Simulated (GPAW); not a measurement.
Runs of GPAW 26.7.0 on C. It takes space group P6_3/mmc (No. 194, hexagonal). Conventional cell: a = 2.522 Å, b = 2.522 Å, c = 8.237 Å, α = 90.00°, β = 90.00°, γ = 120.00°. C (site symmetry 3m) is surrounded by 4 C at 1.54 Å. C (site symmetry 3m) has 4 C at 1.54 Å as nearest neighbours. This is a hexagonal form of diamond, not graphite.

```csv
task,level,potentials or basis,cell,k mesh,cutoff (eV),smearing,maxiter,supercell,supercell k mesh,temperature,time step,other keys,mesh quality,gap on the mesh (eV),largest force (eV/Å)
Wannier functions,vdW-DF2,"GPAW PAW data sets (gpaw-data 1.2.1), pw",as given,12 × 12 × 4,800,fermi-dirac 0.05 eV,150,-,-,-,-,-,not flagged,4.98,0.36
electron localisation function,vdW-DF2,"GPAW PAW data sets (gpaw-data 1.2.1), pw",as given,12 × 12 × 4,800,fermi-dirac 0.05 eV,150,-,-,-,-,-,not flagged,4.98,0.36
phonons,vdW-DF,"GPAW PAW data sets (gpaw-data 1.2.1), pw",atoms relaxed,12 × 12 × 4,880,fermi-dirac 0.05 eV,50,1 × 1 × 1,12 × 12 × 4,-,-,"several, not listed",not flagged,4.74,-
ts,AM05+TS,"PAW data sets generated in the run's folder for this functional, pw",as given,12 × 12 × 4,800,fermi-dirac 0.01 eV,75,-,-,-,-,"several, not listed",not flagged,4.29,(a)
```

Alike in all rows: no spin polarisation.

**Question.** Estimate the missing entries.

**Answer.** (a) 0.33.

Caveats: the PAW data sets were made with another functional, which shifts forces and pressure a little (some runs); Wannier best start found once (some runs).

A k mesh can miss the band edges.
